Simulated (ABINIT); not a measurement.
A run of ABINIT 10.8.3 (patched build):

File run.abi:

```
# Datasets: one volume each
ndtset 7
getwfk -1
scalecart1 3*0.9795861087
scalecart2 3*0.9864848297
scalecart3 3*0.9932883884
scalecart4 3*1.0000000000
scalecart5 3*1.0066227096
scalecart6 3*1.0131594038
scalecart7 3*1.0196128224

# Pseudopotentials
pp_dirpath "./"
pseudos "Mn.GGA_PBE-JTH.xml, O.GGA_PBE-JTH.xml"

# Structure
acell 3*1.0 Angstrom
rprim
     0.0000000000     2.2239077028     2.2239077028
     2.2239077028     0.0000000000     2.2239077028
     2.2239077028     2.2239077028     0.0000000000
ntypat 2
znucl 25 8
natom 2
typat 1 2
xred
     0.0000000000     0.0000000000     0.0000000000
     0.5000000000     0.5000000000     0.5000000000

# Plane-wave basis
ecut 26.0
pawecutdg 48.0
pawxcdev 0

# k points
kptopt 1
ngkpt 8 8 8
nshiftk 1
shiftk 0.0 0.0 0.0

# Exchange and correlation
ixc 11
vdw_xc 6

# Bands and occupations
nband 16
occopt 3
tsmear 0.05 eV

# Spin
nsppol 2
spinat
     0.0000000000     0.0000000000     4.0000000000
     0.0000000000     0.0000000000     0.0000000000

# SCF cycle
nstep 100
tolvrs 1.0e-9

# Output
iomode 3
prtwf 1
prtden 0
prteig 0
prtebands 0
enunit 1
```

Potentials or basis: JTH PAW PBE v2.0.

Run with:

```sh
$ abinit run.abi > log 2>&1
```

Hardware: 1 thread of Intel(R) Xeon(R) Platinum 8259CL CPU @ 2.50GHz (Skylake/Cascade Lake) (shared host).

Task: How long does it take, and how much memory?

Result: It took 5 min on 1 thread of Intel(R) Xeon(R) Platinum 8259CL CPU @ 2.50GHz (Skylake/Cascade Lake), on a shared host, peak memory 0.18 GiB. Counts: scf iterations 88, mpi ranks 1, k points 29, bands 16, plane waves 903.
